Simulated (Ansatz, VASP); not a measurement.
**Ir in VASP and in Ansatz**

```
Ir
1.0
     5.02927    0.00000    0.00000
    -2.51463    4.35547    0.00000
     0.00000    0.00000    2.90603
Ir
2
Direct
  0.33333 0.66667 0.50000
  0.66667 0.33333 0.50000
```

Alike in both runs: task relaxation of cell and atoms; functional PBE; k mesh 6 × 6 × 6; occupations gaussian, width 0.1 eV; no spin polarisation.

|  | VASP | Ansatz |
| --- | --- | --- |
| version | VASP 6.6.1 | Ansatz 0.2.0 |
| potentials or method | VASP PAW PBE potentials, release 64 (Ir) | scalar-relativistic, plane waves, PAW |
| plane-wave cutoff (eV) | 600 | 420 |
| valence electrons in the cell | 18 | 34 |

VASP gave:

| Quantity | Value |
| --- | --- |
| gap on the k mesh at the Fermi level, each at its own relaxed structure (eV) | none |
| relaxed volume (Å³/atom) | 20.30 |
| relaxed cell length with the largest relative difference (Å) | 2.573 |
| energy change over the relaxation (meV/atom) | -1577 |

Task: What did Ansatz give for the same quantities?

Result: gap on the k mesh at the Fermi level, each at its own relaxed structure (eV): none; relaxed volume (Å³/atom): 20.29; relaxed cell length with the largest relative difference (Å): 2.575; energy change over the relaxation (meV/atom): -1585.

A gap of «none» marks a metal or a gap that the smearing closes. The two sets of potentials don't hold the same shells in valence.

Caveats: the k mesh is coarse (spacing up to 0.36 Å⁻¹), so the values aren't converged; the volume moved by over 15 % at a fixed basis, so the end points are rough (VASP). Spin-orbit coupling is left out, which matters for the levels of Ir.
